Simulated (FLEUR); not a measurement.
# TiCo (Pm-3m) in FLEUR: single point with PBE

Aim: the single point of TiCo with PBE.

Program: FLEUR MaX-R8.1 (later development tree). These are calculated values, not measurements. Logs are shortened: lines on timing, memory, paths and dates and some standing lists are left out, and cuts for length are marked.

## (1) The structure

It takes space group Pm-3m (No. 221, cubic). The conventional cell has a = 2.986 Å, b = 2.986 Å, c = 2.986 Å, α = 90.00°, β = 90.00°, γ = 90.00°. Around Co (site symmetry m-3m) lie 8 Ti at 2.59 Å. Ti (site symmetry m-3m) has 8 Co at 2.59 Å as nearest neighbours.

The cell comes from a database or a generator and needn't be the stable form of this composition.

## (2) Single point, PBE, collinear spin, ferromagnetic start

inp.xml reads:

```xml
<?xml version="1.0" encoding="UTF-8" standalone="no"?>
<fleurInput fleurInputVersion="0.39">
   <comment>
      TiCo                                                                                                
   </comment>
   <calculationSetup>
      <cutoffs Kmax="4.47" Gmax="13.9" GmaxXC="13.9" numbands="0"/>
      <scfLoop itmax="60" minDistance="0.00001" maxIterBroyd="15" imix="Anderson" alpha="0.05" precondParam="0.0" spinf="2.0" sdNocoIR="T"/>
      <coreElectrons ctail="T" frcor="F" kcrel="0" coretail_lmax="0"/>
      <xcFunctional name="pbe" relativisticCorrections="F"/>
      <magnetism jspins="2"/>
      <soc l_soc="F" theta="0.0" phi="0.0" spav="F"/>
      <expertModes spex="0" secvar="F"/>
      <geometryOptimization l_f="T" forcealpha="1.0" forcemix="BFGS" epsdisp="0.0005" epsforce="0.0002"/>
      <ldaU l_linMix="F" mixParam="0.05" spinf="1.0"/>
   </calculationSetup>
   <cell>
      <bzIntegration valenceElectrons="29.0" mode="hist" fermiSmearingEnergy="0.00183747">
         <kPointListSelection listName="default-1"/>
         <!-- k-points included here -->
         <xi:include xmlns:xi="http://www.w3.org/2001/XInclude" href="kpts.xml"> </xi:include>
      </bzIntegration>
      <!-- symmetry operations included here -->
      <xi:include xmlns:xi="http://www.w3.org/2001/XInclude" href="sym.xml"> </xi:include>
      <bulkLattice scale="1.0">
         <bravaisMatrix>
            <row-1>    5.6429319487581688     0.0000000000000000     0.0000000000000000</row-1>
            <row-2>    0.0000000000000000     5.6429319487581688     0.0000000000000000</row-2>
            <row-3>    0.0000000000000000     0.0000000000000000     5.6429319487581688</row-3>
         </bravaisMatrix>
      </bulkLattice>
   </cell>
   <atomSpecies>
      <species name="Cobalt (Co3.500" element="Co" atomicNumber="27">
         <mtSphere radius="2.19" gridPoints="747" logIncrement="0.016"/>
         <atomicCutoffs lmax="9" lnonsphr="9"/>
         <electronConfig flipSpins="F">
            <coreConfig>(1s1/2) (2s1/2) (2p1/2) (2p3/2)</coreConfig>
            <valenceConfig>(3s1/2) (3p1/2) (3p3/2) (4s1/2) (3d3/2) (3d5/2)</valenceConfig>
            <stateOccupation state="(3d3/2)" spinUp="2.0" spinDown="0.8"/>
            <stateOccupation state="(3d5/2)" spinUp="3.0" spinDown="1.2"/>
         </electronConfig>
         <energyParameters s="4" p="4" d="3" f="4"/>
         <lo type="SCLO" l="0" n="3" eDeriv="0"/>
         <lo type="SCLO" l="1" n="3" eDeriv="0"/>
         <lo type="SCLO" l="1" n="3" eDeriv="1"/>
         <lo type="SCLO" l="2" n="3" eDeriv="2"/>
         <lo type="SCLO" l="3" n="4" eDeriv="2"/>
      </species>
      <species name="Titanium (2.501" element="Ti" atomicNumber="22">
         <mtSphere radius="2.19" gridPoints="747" logIncrement="0.016"/>
         <atomicCutoffs lmax="9" lnonsphr="9"/>
         <electronConfig flipSpins="F">
            <coreConfig>(1s1/2) (2s1/2) (2p1/2) (2p3/2)</coreConfig>
            <valenceConfig>(3s1/2) (3p1/2) (3p3/2) (4s1/2) (3d3/2) (3d5/2)</valenceConfig>
            <stateOccupation state="(3d3/2)" spinUp="0.8" spinDown="0.0"/>
            <stateOccupation state="(3d5/2)" spinUp="1.2" spinDown="0.0"/>
         </electronConfig>
         <energyParameters s="4" p="4" d="3" f="4"/>
         <lo type="SCLO" l="0" n="3" eDeriv="0"/>
         <lo type="SCLO" l="1" n="3" eDeriv="0"/>
         <lo type="SCLO" l="1" n="3" eDeriv="1"/>
         <lo type="SCLO" l="2" n="3" eDeriv="2"/>
         <lo type="SCLO" l="3" n="4" eDeriv="2"/>
      </species>
   </atomSpecies>
   <atomGroups>
      <atomGroup species="Cobalt (Co3.500">
         <relPos label="                   1">1.000/2.000 1.000/2.000 1.000/2.000</relPos>
         <force calculate="T" relaxXYZ="TTT"/>
      </atomGroup>
      <atomGroup species="Titanium (2.501">
         <relPos label="                   2">.0000000000 .0000000000 .0000000000</relPos>
         <force calculate="T" relaxXYZ="TTT"/>
      </atomGroup>
   </atomGroups>
   <output dos="F" band="F" slice="F">
      <checks vchk="F" cdinf="F"/>
      <bandDOS minEnergy="-.5*Htr" maxEnergy="0.5*Htr" sigma="0.015" storeEVData="T"/>
      <vacuumDOS vacdos="F" integ="F" star="F" nstars="0" locx1="0.0" locy1="0.0" locx2="0.0" locy2="0.0" nstm="0" tworkf="0.0"/>
      <unfoldingBand unfoldBand="F" supercellX="1" supercellY="1" supercellZ="1"/>
      <plotting iplot="0" polar="F">
         <plot TwoD="T" vec1="  1.0  0.0  0.0" vec2="  0.0  1.0  0.0" vec3="  0.0  0.0  1.0" zero="  0.0  0.0  0.0" file="plot"/>
      </plotting>
      <chargeDensitySlicing numkpt="0" minEigenval="0.0" maxEigenval="0.0" nnne="0" pallst="F"/>
      <specialOutput eonly="F"/>
      <moessbauerParams electricFieldGradient="T" isomerShift="T" coreHyperfine="T" valenceHyperfine="T"/>
      <magneticCircularDichroism mcd="F" energyLo="-10.0" energyUp="0.0"/>
   </output>
  <!-- We include the file relax.xml here to enable relaxations (see documentation) -->
  <xi:include xmlns:xi="http://www.w3.org/2001/XInclude" href="relax.xml"> <xi:fallback/> </xi:include>
</fleurInput>
```

crystal.txt reads:

```
TiCo
&input cartesian=F /
2.9861109900  0.0000000000  0.0000000000
0.0000000000  2.9861109900  0.0000000000
0.0000000000  0.0000000000  2.9861109900
1.8897261246
1.0 1.0 1.0

2
27 0.5000000000  0.5000000000  0.5000000000 : 3.500
22 0.0000000000  0.0000000000  0.0000000000 : 2.501

&kpt div1=9 div2=9 div3=9 gamma=T /
```

Potentials or basis: all-electron, FLAPW.

Command:

```bash
$ inpgen -f crystal.txt -profile fastHighL
$ # inp.xml edited to the form shown
$ fleur_MPI
```

Standard output:

```text
Welcome to FLEUR        (www.flapw.de)
      MaX-Release 8.1          (www.max-centre.eu)

 ========== k-point set info ==========
 Selected k-point list: default-1
 k-point list type: mesh
 9 x 9 x 9
 Number of k points: 35

 ------------Calculation Setup---------------------------
 Number of MPI-tasks      :            1
 Number of PE/node        :            1
 Number of OMP-threads    :            1
 Most efficient MPI parallelization for:
           1           5           7          35
 Additional eigenvalue parallelization possible
 Number of basis functions:          356
 Approximate size of matrices (H+S) per k-point:         0.002 GB
 --------------------------------------------------------
 Iteration:     1   Distance:      52.81602764 me/bohr^3
 Iteration:     2   Distance:      45.54576973 me/bohr^3
 Iteration:     3   Distance:      35.39452080 me/bohr^3
 Iteration:     4   Distance:      22.91135004 me/bohr^3
 Iteration:     5   Distance:      15.49700825 me/bohr^3
 Iteration:     6   Distance:      40.97576201 me/bohr^3
 Iteration:     7   Distance:       6.25519919 me/bohr^3
 Iteration:     8   Distance:       5.07873384 me/bohr^3
 Iteration:     9   Distance:       3.50242505 me/bohr^3
 Iteration:    10   Distance:       1.37940305 me/bohr^3
[... 15 lines left out ...]
 Iteration:    26   Distance:       0.00084880 me/bohr^3
 Iteration:    27   Distance:       0.00085643 me/bohr^3
 Iteration:    28   Distance:       0.00021241 me/bohr^3
 Iteration:    29   Distance:       0.00020745 me/bohr^3
 Iteration:    30   Distance:       0.00018202 me/bohr^3
 Iteration:    31   Distance:       0.00016967 me/bohr^3
 Iteration:    32   Distance:       0.00004850 me/bohr^3
 Iteration:    33   Distance:       0.00004230 me/bohr^3
 Iteration:    34   Distance:       0.00004133 me/bohr^3
 Iteration:    35   Distance:       0.00000986 me/bohr^3

 ********************************************************************
 Run finished successfully
 Stop message:
   Structural relaxation: Done
 ********************************************************************
```

It took 2.3 min on 1 thread of Intel Xeon 6975P-C (Granite Rapids), shared host; peak memory 0.07 GiB.

What came out:

```yaml
Free_energy: -61152.9036 eV
Band_gap_on_the_k_mesh: none (metal or under the smearing width)
Net_moment: 0.82 μB per cell
Site_moments: Co +0.93; Ti -0.03 μB
Valence_electrons_inside_the_program's_atomic_spheres: Co 15.78; Ti 9.94 (radii Co 2.19, Ti 2.19 bohr)
```

Core levels (eV from the Fermi level):
```tsv
atom	levels
1 Co	1s1/2 -7584.4, 2s1/2 -891.9, 2p1/2 -772.7, 2p3/2 -757.9
2 Ti	1s1/2 -4862.4, 2s1/2 -531.5, 2p1/2 -442.6, 2p3/2 -436.8
```
